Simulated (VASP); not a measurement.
Write the native input for VASP 6.6.1 that does the following.

```yaml
Task: single point
Functional: PBE
Potentials_or_basis: VASP PAW PBE potentials, release 64 (Eu, S)
Cutoff: 520 eV
k_mesh: 10 × 10 × 10
Occupations: gaussian, width 0.02 eV
Spin: collinear spin, typed start
Starting_moments: "[7.0, 0.0] μB"
Hubbard_terms: Eu f U = 7.0 eV
Dipole_correction: no
Further_INCAR_settings: ALGO = Normal; EDIFF = 1e-06; NBANDS = 22
```

The structure of EuS lies in POSCAR:

```
EuS
1.0
    0.0000000000      2.9785000000      2.9785000000
    2.9785000000      0.0000000000      2.9785000000
    2.9785000000      2.9785000000      0.0000000000
Eu S
1 1
Direct
    0.0000000000      0.0000000000      0.0000000000
    0.5000000000      0.5000000000      0.5000000000
```

One way to write it, as run:

INCAR

```
SYSTEM = EuS
  ALGO = Normal
  EDIFF = 1E-6
  ENCUT = 520
  GGA = PE
  ISIF = 2
  ISMEAR = 0
  ISPIN = 2
  LASPH = .TRUE.
  LCHARG = .FALSE.
  LDAU = .TRUE.
  LDAUJ = 0 0
  LDAUL = 3 -1
  LDAUPRINT = 1
  LDAUTYPE = 2
  LDAUU = 7 0
  LMAXMIX = 6
  LORBIT = 11
  LREAL = .FALSE.
  LWAVE = .FALSE.
  MAGMOM = 7 0
  NBANDS = 22
  NELM = 150
  PREC = Accurate
  SIGMA = 0.02
```

KPOINTS

```
k-points
0
G
  10 10 10
  0 0 0
```

Potentials or basis: VASP PAW PBE potentials, release 64 (Eu, S).

Command:

```sh
$ cat potpaw_PBE.64/Eu/POTCAR potpaw_PBE.64/S/POTCAR > POTCAR
$ mpirun -np 1 vasp_std > vasp.out
```

It gave:

```
Pressure                                              : 1.3 GPa
Band gap on the k mesh                                : 0.68 eV, indirect (least direct gap 1.00 eV)
Net moment                                            : 7.00 μB per cell
Site moments                                          : Eu +6.73; S -0.06 μB
Valence electrons inside the program's atomic spheres : Eu 14.90; S 3.77
```

Caveat: spin-orbit coupling is left out, which moves the levels of the heavy elements; a cell with one magnetic atom can't hold antiferromagnetic order, which such compounds often take.

It took 2.7 min on 1 thread of AMD EPYC 7R13 Processor (Zen 3) (shared host), peak memory 0.24 GiB.
